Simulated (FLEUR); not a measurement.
# Anisotropy of Ni (c factor at fixed volume 1.2 on the database's cell) with FLEUR

One state of Ni (c factor at fixed volume 1.2 on the database's cell) is converged without symmetry. Force theorems then give its anisotropy.

Main program and level: FLEUR MaX-R8.1; PBE; all-electron FLAPW, Dirac cores, scalar-relativistic bands.

This is not the structure that Ni takes at ambient pressure and room temperature (fcc); it is a model or a phase of other conditions.

**1. Set-up**

Symmetry: I4/mmm, No. 139, tetragonal system. The conventional cell has a = 2.275 Å, b = 2.275 Å, c = 4.229 Å, α = 90.00°, β = 90.00°, γ = 90.00°. Nearest to Ni lie 4 Ni at 2.27 Å.

Structure file:

```cif
data_structure
_symmetry_space_group_name_H-M 'I4/mmm'
_symmetry_Int_Tables_number 139
_cell_length_a 2.2746
_cell_length_b 2.2746
_cell_length_c 4.2286
_cell_angle_alpha 90.000
_cell_angle_beta 90.000
_cell_angle_gamma 90.000
_cell_volume 21.88
loop_
_atom_site_label
_atom_site_type_symbol
_atom_site_symmetry_multiplicity
_atom_site_Wyckoff_symbol
_atom_site_fract_x
_atom_site_fract_y
_atom_site_fract_z
_atom_site_occupancy
Ni1 Ni 2 a 0.00000 0.00000 0.00000 1
```

The cell is strained on purpose: c factor at fixed volume 1.2 on the database's cell.

**2. Self-consistent state**

The force theorems are single passes in this state's potential, so it has to be converged first.

No symmetry is used, so that later steps may turn the spins freely; k and −k are joined. inpgen writes inp.xml from crystal.txt; cutoffs, mixing, functional, smearing and local orbitals are then set in the file. The k list scf (kpts.xml, not shown) is a Γ-centred 14×14×14 mesh; where the ranks do not divide the number of points, some are split in two of half the weight.

inp.xml

```
<?xml version="1.0" encoding="UTF-8" standalone="no"?>
<fleurInput fleurInputVersion="0.39">
   <comment>
      Ni
   </comment>
   <calculationSetup>
      <cutoffs Kmax="3.9" Gmax="11.7" GmaxXC="11.7" numbands="0"/>
      <scfLoop itmax="110" minDistance="0.00002" maxIterBroyd="15" imix="Anderson" alpha="0.05" precondParam="0.0" spinf="2.0" sdNocoIR="T"/>
      <coreElectrons ctail="F" frcor="F" kcrel="0" coretail_lmax="0"/>
      <xcFunctional name="pbe" relativisticCorrections="F"/>
      <magnetism jspins="2" l_noco="F" l_ss="F">
         <qss>0.0 0.0 0.0</qss>
         <mtNocoParams l_mperp="F" l_mtNocoPot="F" l_relaxSQA="F" mag_mixing_scheme="0" mix_RelaxWeightOffD="1.0" l_constrained="F" mix_constr="1.0"/>
         <sourceFreeMag l_sourceFree="F" l_scaleMag="F" mag_scale="1.0"/>
      </magnetism>
      <soc l_soc="F" theta="0.0" phi="0.0" spav="F"/>
      <expertModes spex="0" secvar="F"/>
      <geometryOptimization l_f="F" forcealpha="1.0" forcemix="BFGS" epsdisp="0.00001" epsforce="0.00001"/>
      <ldaU l_linMix="F" mixParam="0.05" spinf="1.0"/>
   </calculationSetup>
   <cell>
      <bzIntegration valenceElectrons="18.0" mode="hist" fermiSmearingEnergy="0.00183747">
         <kPointListSelection listName="scf"/>
         <xi:include xmlns:xi="http://www.w3.org/2001/XInclude" href="kpts.xml"> </xi:include>
      </bzIntegration>
      <xi:include xmlns:xi="http://www.w3.org/2001/XInclude" href="sym.xml"> </xi:include>
      <bulkLattice scale="1.0">
         <bravaisMatrix>
            <row-1>    0.0000000000000000     3.0394718571372770     3.9954895192165210</row-1>
            <row-2>    3.0394718571372770     0.0000000000000000     3.9954895192165210</row-2>
            <row-3>    3.0394718571372770     3.0394718571372770     0.0000000000000000</row-3>
         </bravaisMatrix>
      </bulkLattice>
   </cell>
   <atomSpecies>
      <species name="Nickel (Ni1.000" element="Ni" atomicNumber="28">
         <mtSphere radius="2.1" gridPoints="695" logIncrement="0.018"/>
         <atomicCutoffs lmax="8" lnonsphr="6"/>
         <electronConfig flipSpins="F">
            <coreConfig>(1s1/2) (2s1/2) (2p1/2) (2p3/2)</coreConfig>
            <valenceConfig>(3s1/2) (3p1/2) (3p3/2) (4s1/2) (3d3/2) (3d5/2)</valenceConfig>
            <stateOccupation state="(3d3/2)" spinUp="1.6" spinDown="1.6"/>
            <stateOccupation state="(3d5/2)" spinUp="2.9" spinDown="1.9"/>
         </electronConfig>
         <energyParameters s="4" p="4" d="3" f="4"/>
         <lo type="SCLO" l="0" n="3" eDeriv="0"/>
         <lo type="SCLO" l="1" n="3" eDeriv="0"/>
      </species>
   </atomSpecies>
   <atomGroups>
      <atomGroup species="Nickel (Ni1.000">
         <relPos label="                   1">.0000000000 .0000000000 .0000000000</relPos>
         <force calculate="T" relaxXYZ="TTT"/>
         <nocoParams  alpha="0.0" beta="0.0"/>
      </atomGroup>
   </atomGroups>
   <output dos="F" band="F" slice="F">
      <bandDOS minEnergy="-.5*Htr" maxEnergy="0.5*Htr" sigma="0.015" storeEVData="T"/>
      <plotting iplot="0" polar="F">
         <plot TwoD="T" vec1="  1.0  0.0  0.0" vec2="  0.0  1.0  0.0" vec3="  0.0  0.0  1.0" zero="  0.0  0.0  0.0" file="plot"/>
      </plotting>
      <moessbauerParams electricFieldGradient="F" isomerShift="F" coreHyperfine="F" valenceHyperfine="F"/>
   </output>
</fleurInput>
```

crystal.txt

```
Ni
&input film=F cartesian=F /
0.00000000000  1.60841924000  2.11432200000
1.60841924000  0.00000000000  2.11432200000
1.60841924000  1.60841924000  0.00000000000
1.8897261246
1.0 1.0 1.0

1
28 0.00000000000  0.00000000000  0.00000000000 : 1.000

&kpt div1=14 div2=14 div3=14 gamma=T /
```

Started as:

```console
OMP_NUM_THREADS=1 inpgen -f crystal.txt -nosym -noco > inpgen.log  # inp.xml is then edited as shown
OMP_NUM_THREADS=1 mpirun -n 4 fleur_MPI > fleur.log
```

The log of the run:

```text
Welcome to FLEUR        (www.flapw.de)
      MaX-Release 8.1          (www.max-centre.eu)

 ========== k-point set info ==========
 Selected k-point list: scf
 k-point list type: mesh
 0 x 0 x 0
 Number of k points: 1376

 ------------Calculation Setup---------------------------
 Number of MPI-tasks      :            4
 Number of PE/node        :            4
 Number of OMP-threads    :            1
 k-points in parallel     :            4
 pe's per k-point         :            1
 No of k-point loops      :          344
 Eigenvalue solver        :       lapack
 Number of basis functions:           87
 Approximate size of matrices (H+S) per k-point:         0.000 GB
 --------------------------------------------------------
 Complex matrix made real
 Complex matrix made real
 Iteration:     1   Distance:      10.40082258 me/bohr^3
 Iteration:     2   Distance:       9.93207864 me/bohr^3
 Iteration:     3   Distance:       7.13173068 me/bohr^3
 Iteration:     4   Distance:       2.36885187 me/bohr^3
 Iteration:     5   Distance:       2.51288478 me/bohr^3
 Iteration:     6   Distance:       1.53260165 me/bohr^3
 Iteration:     7   Distance:       1.81834899 me/bohr^3
 Iteration:     8   Distance:       0.67374840 me/bohr^3
 Iteration:     9   Distance:       0.65224145 me/bohr^3
 Iteration:    10   Distance:       0.16317927 me/bohr^3
 Iteration:    11   Distance:       0.13644564 me/bohr^3
 Iteration:    12   Distance:       0.07960554 me/bohr^3
 Iteration:    13   Distance:       0.05050667 me/bohr^3
 Iteration:    14   Distance:       0.02144631 me/bohr^3
 Iteration:    15   Distance:       0.01116224 me/bohr^3
 Iteration:    16   Distance:       0.01079479 me/bohr^3
 Iteration:    17   Distance:       0.00817312 me/bohr^3
 Iteration:    18   Distance:       0.00182053 me/bohr^3
 Iteration:    19   Distance:       0.00083207 me/bohr^3
 Iteration:    20   Distance:       0.00034039 me/bohr^3
 Iteration:    21   Distance:       0.00016833 me/bohr^3
 Iteration:    22   Distance:       0.00003441 me/bohr^3
 Iteration:    23   Distance:       0.00001668 me/bohr^3

 ********************************************************************
 Run finished successfully
 Stop message:
   all done
 ********************************************************************

--- out.xml (last complete iteration) ---
<iteration numberForCurrentRun="   23" overallNumber="   23">
         <energyParameters units="Htr">
            <atomicEP atomType="1" spin="1" branch="4s" branchLowest="-3.45" branchHighest="2.21" value="0.1755892415"/>
            <atomicEP atomType="1" spin="1" branch="4p" branchLowest="-1.98" branchHighest="2.87" value="0.3140295900"/>
            <atomicEP atomType="1" spin="1" branch="3d" branchLowest="-9.99" branchHighest="0.41" value="0.2653021499"/>
            <atomicEP atomType="1" spin="1" branch="4f" branchLowest="-9.99" branchHighest="4.17" value="0.6326891228"/>
            <loAtomicEP atomType="1" spin="1" branch="3s" branchLowest="-35.44" branchHighest="-3.45" value="-3.4580196056"/>
            <loAtomicEP atomType="1" spin="1" branch="3p" branchLowest="-30.40" branchHighest="-1.98" value="-2.0030312999"/>
            <atomicEP atomType="1" spin="2" branch="4s" branchLowest="-3.42" branchHighest="2.22" value="0.1754540423"/>
            <atomicEP atomType="1" spin="2" branch="4p" branchLowest="-1.95" branchHighest="2.89" value="0.3127004761"/>
            <atomicEP atomType="1" spin="2" branch="3d" branchLowest="-9.99" branchHighest="0.44" value="0.2840430827"/>
            <atomicEP atomType="1" spin="2" branch="4f" branchLowest="-9.99" branchHighest="4.19" value="0.6305706492"/>
            <loAtomicEP atomType="1" spin="2" branch="3s" branchLowest="-35.43" branchHighest="-3.42" value="-3.4320504006"/>
            <loAtomicEP atomType="1" spin="2" branch="3p" branchLowest="-30.39" branchHighest="-1.95" value="-1.9777489369"/>
         </energyParameters>
         <bandgap value="0.0000000118" units="eV"/>
         <sumValenceSingleParticleEnergies value="-16.1905439790" units="Htr"/>
         <FermiEnergy value="0.3459006365" units="Htr"/>
         <valenceDensity>
            <mtCharges spin="1">
               <mtCharge atomType="1" total="8.6116658" s="1.1670877" p="3.1274316" d="4.3061381" f="0.0083817"/>
            </mtCharges>
            <mtCharges spin="2">
               <mtCharge atomType="1" total="8.0373153" s="1.1664565" p="3.1359727" d="3.7237756" f="0.0085870"/>
            </mtCharges>
            <spinDependentCharge spin="1" total="9.2731052" interstitial="0.6614394" mtSpheres="8.6116658"/>
            <spinDependentCharge spin="2" total="8.7268948" interstitial="0.6895795" mtSpheres="8.0373153"/>
            <totalCharge value="18.0000000000"/>
         </valenceDensity>
         <coreStates atomType="     1" atomicNumber=" 28" spin="1" kinEnergy="    677.1871763825" eigValSum="   -427.7448967413" lostElectrons=" 0.000000">
            <state n="1" l="0" j="0.5" energy="-301.0923848433" weight="1.0000000000"/>
            <state n="2" l="0" j="0.5" energy="-35.4414959434" weight="1.0000000000"/>
            <state n="2" l="1" j="0.5" energy="-30.8319518795" weight="1.0000000000"/>
            <state n="2" l="1" j="1.5" energy="-30.1895320376" weight="2.0000000000"/>
         </coreStates>
         <coreStates atomType="     1" atomicNumber=" 28" spin="2" kinEnergy="    677.3145173844" eigValSum="   -427.7026342309" lostElectrons=" 0.000000">
            <state n="1" l="0" j="0.5" energy="-301.0924494011" weight="1.0000000000"/>
            <state n="2" l="0" j="0.5" energy="-35.4284825751" weight="1.0000000000"/>
            <state n="2" l="1" j="0.5" energy="-30.8223952620" weight="1.0000000000"/>
            <state n="2" l="1" j="1.5" energy="-30.1796534964" weight="2.0000000000"/>
         </coreStates>
         <allElectronCharges>
            <spinDependentCharge spin="1" total="14.2731052" interstitial="0.6614394" mtSpheres="13.6116658"/>
            <spinDependentCharge spin="2" total="13.7268948" interstitial="0.6895795" mtSpheres="13.0373153"/>
            <totalCharge value="28.0000000002"/>
         </allElectronCharges>
         <magneticMomentsInMTSpheres units="muBohr">
            <globalMagMoment atomType="1" vec="0.00000   0.00000   0.57435"/>
            <localMagMoment atomType="1" vec="0.00000   0.00000   0.57435"/>
         </magneticMomentsInMTSpheres>
         <moessbauerParams unitsHFF="kG" unitsIS="e/bohr^3" unitsEFG="Htr/bohr^2">
         </moessbauerParams>
         <totalEnergy value="    -1520.8190689621" units="Htr">
            <sumOfEigenvalues value="     -871.6380749512">
               <coreElectrons value="-855.4475309722"/>
               <valenceElectrons value="-16.1905439790"/>
            </sumOfEigenvalues>
            <densityCoulombPotentialIntegral value="-2334.1407145716"/>
            <densityEffectivePotentialIntegral value="-2416.7686466220"/>
            <chargeDenXCDenIntegral value="-63.6044111853"/>
            <FockExchangeEnergyValence value="0.0000000000"/>
            <FockExchangeEnergyCore value="0.0000000000"/>
            <atomTypeDependentContributions atomType="1">
               <electronNucleiInteractionDifferentMTs value="1822.2014796368"/>
               <MadelungTerm value="-13.0733925249"/>
            </atomTypeDependentContributions>
            <tkbTimesEntropy value="0.0006319131"/>
            <freeEnergy value="-1520.8197008751"/>
            <extrapolationTo0K value="-1520.8193849186"/>
         </totalEnergy>
         <densityConvergence units="me/bohr^3">
            <chargeDensity spin="1" distance="0.0000082620"/>
            <chargeDensity spin="2" distance="0.0000110144"/>
            <overallChargeDensity distance="0.0000166837"/>
            <spinDensity distance="0.0000100404"/>
         </densityConvergence>
      </iteration>
```

Elapsed: 1.9 min, on 4 MPI ranks of Arm Neoverse V1, shared host; peak memory 0.35 GiB; 7.5 min of CPU time.

This step gave:

```yaml
free_energy: -41383.6123 eV
program_s_band_gap_on_this_mesh_in_a_metal_only_a_level_spacing: 1.18e-8 eV
magnetization: 0.5462 μB
final_state: ferromagnetic
largest_moment: 0.5744 μB
```

After 23 cycles the largest moment stands at 0.574 μB.

**3. Energy against the direction of the moments, rung 1**

Anisotropy is a small difference, so it is taken from sums over occupied states at a frozen potential, where most errors cancel.

One pass with spin–orbit coupling for each direction, from the saved density. Inversion lets half of the mesh serve, which the program's warning doesn't know. The k list mae (kpts.xml, not shown) is a Γ-centred 19×19×19 mesh.

Changes to inp.xml since step 2:

```diff
@@ -6,4 +6,4 @@
    <calculationSetup>
-      <cutoffs Kmax="3.9" Gmax="11.7" GmaxXC="11.7" numbands="0"/>
-      <scfLoop itmax="110" minDistance="0.00002" maxIterBroyd="15" imix="Anderson" alpha="0.05" precondParam="0.0" spinf="2.0" sdNocoIR="T"/>
+      <cutoffs Kmax="3.9" Gmax="11.7" GmaxXC="11.7" numbands="38"/>
+      <scfLoop itmax="1" minDistance="0.00002" maxIterBroyd="15" imix="Anderson" alpha="0.05" precondParam="0.0" spinf="2.0" sdNocoIR="T"/>
       <coreElectrons ctail="F" frcor="F" kcrel="0" coretail_lmax="0"/>
@@ -15,3 +15,3 @@
       </magnetism>
-      <soc l_soc="F" theta="0.0" phi="0.0" spav="F"/>
+      <soc l_soc="T" theta="0.0" phi="0.0" spav="F"/>
       <expertModes spex="0" secvar="F"/>
@@ -22,3 +22,3 @@
       <bzIntegration valenceElectrons="18.0" mode="hist" fermiSmearingEnergy="0.00183747">
-         <kPointListSelection listName="scf"/>
+         <kPointListSelection listName="mae"/>
          <xi:include xmlns:xi="http://www.w3.org/2001/XInclude" href="kpts.xml"> </xi:include>
@@ -63,2 +63,5 @@
    </output>
+   <forceTheorem>
+      <MAE theta="0.0 1.5707963 1.5707963 0.7853982" phi="0.0 -0.7853982 0.0 -0.7853982"/>
+   </forceTheorem>
 </fleurInput>
```

Started as:

```console
OMP_NUM_THREADS=1 mpirun -n 4 fleur_MPI -warn_only > fleur.log
```

The log of the run:

```text
[banner, memory and clock lines left out]
Welcome to FLEUR        (www.flapw.de)
      MaX-Release 8.1          (www.max-centre.eu)
************FLEUR-Warning*****************
Error message: k-point set is not compatible to missing time-reversal symmetry in calculation.
Error occurred in subroutine: gen_bz
Error from PE:0/4
Other PEs with error messages:
     1-k-point set is not compatible to missing time-reversal symmetry in calculation.
     2-k-point set is not compatible to missing time-reversal symmetry in calculation.
     3-k-point set is not compatible to missing time-reversal symmetry in calculation.
*****************************************
************FLEUR-Warning*****************
Error message: k-point set is not compatible to missing time-reversal symmetry in calculation.
Error occurred in subroutine: gen_bz
Error from PE:1/4
Other PEs with error messages:
     2-k-point set is not compatible to missing time-reversal symmetry in calculation.
     3-k-point set is not compatible to missing time-reversal symmetry in calculation.
*****************************************

 ========== k-point set info ==========
 Selected k-point list: mae
 k-point list type: mesh
 0 x 0 x 0
 Number of k points: 3432

************FLEUR-Warning*****************
Error message: k-point set is not compatible to missing time-reversal symmetry in calculation.
Error occurred in subroutine: gen_bz
Error from PE:2/4
Other PEs with error messages:
     3-k-point set is not compatible to missing time-reversal symmetry in calculation.
*****************************************
 [... set-up left out ...]
 ********************************************************************
 Run finished successfully
 Stop message:
   Forcetheorem MAE
 ********************************************************************

--- out.xml (force theorem) ---
<Forcetheorem_MAE Angles="4" units="Htr">
            <Angle theta="0.0000000" phi="0.0000000" ev-sum="-16.191563410"/>
            <Angle theta="1.5707963" phi="-0.7853982" ev-sum="-16.191566369"/>
            <Angle theta="1.5707963" phi="0.0000000" ev-sum="-16.191566362"/>
            <Angle theta="0.7853982" phi="-0.7853982" ev-sum="-16.191564883"/>
         </Forcetheorem_MAE>
```

Run time: 63 s. Hardware: 4 MPI ranks; peak memory 0.96 GiB.

Anisotropy energies, by row:

```
                              axis       x        y       z  band energy less the first axis' (meV a cell)
                             [001]       0        0       1                                              0
                             [100]  0.7071  -0.7071       0                                       -0.08052
                             [110]       1        0       0                                       -0.08033
45 degrees from [001] toward [100]     0.5     -0.5  0.7071                                       -0.04008
```

Indices are those of the standard conventional cell; x, y, z give the same directions in the axes of the input.

**4. Energy against the direction of the moments, rung 2**

A second rung shows how far the first can be trusted.

The k list mae (kpts.xml, not shown) is a Γ-centred 28×28×28 mesh.

inp.xml is that of step 3.

The log of the run:

```text
[banner, memory and clock lines left out]
Welcome to FLEUR        (www.flapw.de)
      MaX-Release 8.1          (www.max-centre.eu)
************FLEUR-Warning*****************
Error message: k-point set is not compatible to missing time-reversal symmetry in calculation.
Error occurred in subroutine: gen_bz
Error from PE:0/4
************FLEUR-Warning*****************
Error message: k-point set is not compatible to missing time-reversal symmetry in calculation.
Error occurred in subroutine: gen_bz
Error from PE:2/4
*****************************************
[...]
k-point list type: mesh
 0 x 0 x 0
 Number of k points: 10980

 [... set-up left out ...]
 ********************************************************************
 Run finished successfully
 Stop message:
   Forcetheorem MAE
 ********************************************************************

--- out.xml (force theorem) ---
<Forcetheorem_MAE Angles="4" units="Htr">
            <Angle theta="0.0000000" phi="0.0000000" ev-sum="-16.191519827"/>
            <Angle theta="1.5707963" phi="-0.7853982" ev-sum="-16.191522545"/>
            <Angle theta="1.5707963" phi="0.0000000" ev-sum="-16.191522533"/>
            <Angle theta="0.7853982" phi="-0.7853982" ev-sum="-16.191521182"/>
         </Forcetheorem_MAE>
```

Wall time 4.4 min (4 MPI ranks); peak memory 2.7 GiB.

Anisotropy energies, by row:

```
                              axis       x        y       z  band energy less the first axis' (meV a cell)
                             [001]       0        0       1                                              0
                             [100]  0.7071  -0.7071       0                                       -0.07396
                             [110]       1        0       0                                       -0.07363
45 degrees from [001] toward [100]     0.5     -0.5  0.7071                                       -0.03687
```

(Continued in part 2 of 2.)

[Logs and program files are shortened in this print: banners, set-up blocks, solver, clock and traceback lines can be left out without a mark of their own.]

[Logs are printed without paths, hosts, clocks, repeated set-up lines and the standing remarks that a program may print on its own settings, such as how far it seeks lower states.]

[Hosts, paths, dates, database ids (printed as entryN), source tags and the programs' standing remarks are cut or masked in the printed files.]

[Where a cell is said to come from a database of computed structures, the database is the Materials Project.]
